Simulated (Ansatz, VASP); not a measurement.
## One calculation of AlN, two programs

Contents of POSCAR:

```
AlN
1.0
    0.0000000000      2.0345180000      2.2125383250
    2.0345180000      0.0000000000      2.2125383250
    2.0345180000      2.0345180000      0.0000000000
Al N
1 1
Direct
    0.5000000000      0.5000000000      0.5000000000
    0.0000000000      0.0000000000      0.0000000000
```

INCAR.step1

```
ALGO = Normal
EDIFF = 1E-4
ENCUT = 520
GGA = PE
ISMEAR = 0
LASPH = T
LCHARG = F
LREAL = F
LWAVE = T
NBANDS = 11
NELM = 100
PREC = Accurate
SIGMA = 0.05
```

The input INCAR.step2:

```
ALGO = Normal
EDIFF = 1E-6
ENCUT = 520
ISIF = 2
ISMEAR = 0
ISTART = 1
LASPH = T
LCHARG = F
LMIXTAU = T
LREAL = F
LWAVE = F
METAGGA = R2SCAN
NBANDS = 11
NELM = 100
PREC = Accurate
SIGMA = 0.05
```

File KPOINTS:

```
k-points
0
Gamma
  10 10 10
```

Input for Ansatz:

```yaml
crystal:
  lattice:
    - [0.0, 2.034518, 2.212538325]
    - [2.034518, 0.0, 2.212538325]
    - [2.034518, 2.034518, 0.0]
  atoms:
    - { symbol: Al, position: [0.5, 0.5, 0.5] }
    - { symbol: "N", position: [0.0, 0.0, 0.0] }
basis:
  ecutwfc: 500
kpoints:
  mp_grid: { grid: [10, 10, 10] }
hamiltonian:
  xc: r2scan
scf:
  occupations: { method: gaussian, width: 0.05 }
output:
  forces: true
  stress: true
  eigenvalues: true
```

Change from the starting cell: strain +0.0875 x Voigt [0, 0, 1, 0, 0, 0], atoms carried along.

Alike in both runs: task single point; functional r2SCAN; k mesh 10 × 10 × 10; occupations gaussian, width 0.05 eV; no spin polarisation.

|  | VASP | Ansatz |
| --- | --- | --- |
| version | VASP 6.6.1 | Ansatz 0.2.0 |
| potentials or method | VASP PAW PBE potentials, release 64 (Al, N) | scalar-relativistic, plane waves, PAW |
| plane-wave cutoff (eV) | 520 | 500 |
| valence electrons in the cell | 8 | 8 |

|  | VASP | Ansatz | Ansatz less VASP |
| --- | --- | --- | --- |
| gap on the k mesh at the Fermi level (eV) | 4.00 | 4.00 | 0.000 |
| least direct gap on the mesh (eV) | 4.63 | 4.59 | -0.035 |
| pressure (GPa) | -22.0 | -21.4 | +0.66 |
| largest component of the traceless stress (GPa) | 5.97 | 5.87 | -0.097 |

Caveats: so large a pressure means that the cell lies far from this level's equilibrium, or that cutoff or potentials fall short (VASP); the potentials were made for another functional, which shifts forces and pressure (VASP). A k mesh can miss the band edges.
